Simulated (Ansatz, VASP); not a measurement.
**One calculation of Mo, two programs**

```
Mo
1.0
     3.12952    0.00000    0.00000
     0.00000    3.12952    0.00000
     0.00000    0.00000    3.12952
Mo
2
Cartesian
  0.0000 0.0000 0.0000
  1.5648 1.5648 1.5648
```

Alike in both runs: task single point; functional PBEsol; k mesh 12 × 12 × 12; occupations fermi-dirac, width 0.1 eV; no spin polarisation.

```csv
,VASP,Ansatz
version,VASP 6.6.1,Ansatz 0.2.0
potentials or method,"VASP PAW PBE potentials, release 64 (Mo_sv), cutoff 520 eV","all-electron LAPW, scalar-relativistic"
```

VASP gave:

```
pressure (GPa) : 0.8
```

**Question.** Estimate Ansatz's values.

**Answer.** Pressure (GPa): 0.2.

Ansatz ran all-electron here, so the differences hold the error of VASP's frozen core and of both bases.

Caveats: the PAW data sets were made with another functional, which shifts forces and pressure a little (VASP).
